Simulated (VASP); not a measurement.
Set up this calculation in VASP 6.6.1, as the native input.

```yaml
Task: single point
Functional: PBE
Dispersion: D3(BJ)
Potentials_or_basis: VASP PAW PBE potentials, release 64 (F)
Cutoff: 520 eV
k_mesh: 8 × 8 × 4
Occupations: gaussian, width 0.02 eV
Spin: no spin polarisation
Dipole_correction: no
Further_INCAR_settings: ALGO = Normal; EDIFF = 1e-06; NBANDS = 22
```

The structure of F lies in POSCAR:

```
F
1.0
    2.8780173985     -1.7632003928      0.1247926411
    2.8780173985      1.7632003928      0.1247926411
   -1.2778440515      0.0000000000      6.7709365989
F
4
Direct
    0.9239518860      0.5906139825      0.0942755397
    0.4093860175      0.0760481140      0.4057244603
    0.0760481140      0.4093860175      0.9057244603
    0.5906139825      0.9239518860      0.5942755397
```

These files were run (other wordings do the same):

INCAR

```
PREC = Accurate
ENCUT = 520
EDIFF = 1E-6
ISMEAR = 0
SIGMA = 0.02
LREAL = False
LASPH = True
NELM = 100
ALGO = Normal
ISIF = 2
LWAVE = False
LCHARG = False
GGA = PE
IVDW = 12
NBANDS = 22
```

KPOINTS

```
Automatic mesh
0
Gamma
  8 8 4
```

Potentials or basis: VASP PAW PBE potentials, release 64 (F).

Launch:

```console
$ cat potpaw_PBE.64/F/POTCAR > POTCAR
$ mpirun -np 1 vasp_std > vasp.out
```

Results of the run:

The pressure is 0.3 GPa and the largest force is 0.368 eV/Å. The band gap on the k mesh is 2.94 eV, indirect (least direct gap 2.95 eV) and the dispersion energy per atom is -0.027 eV.

It took 37 s on 1 thread of Intel(R) Xeon(R) 6975P-C (Granite Rapids), with other jobs on the host, peak memory 0.24 GiB.
